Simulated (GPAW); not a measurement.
MnO:

```
Mn O
1.0
     0.00000    2.22391    2.22391
     2.22391    0.00000    2.22391
     2.22391    2.22391    0.00000
Mn O
1 1
Direct
  0.00000 0.00000 0.00000
  0.50000 0.50000 0.50000
```

The cell is a database's computed one.

Base run:

```yaml
Program: GPAW 26.7.0
Functional: PBEsol
Potentials_or_basis: PAW data sets generated in the run's folder for this functional
Cutoff: 800 eV
Basis: pw
k_mesh: 10 × 10 × 10
Occupations: fermi-dirac, width 0.05 eV
Spin: collinear spin, ferromagnetic start
Starting_moments: "[4.0, 0.0] μB"
```

Its results: pressure -5.9 GPa; net moment 4.72 μB per cell; site moments Mn +4.19; O +0.16 μB.

The run is repeated on the same cell with these changes: hubbard terms from none to Mn d U = 2 eV. What comes out?

Pressure 1.9 GPa; net moment 5.00 μB per cell; site moments Mn +4.45; O +0.16 μB.

Caveats: a cell with one magnetic atom can't hold antiferromagnetic order, which such compounds often take.
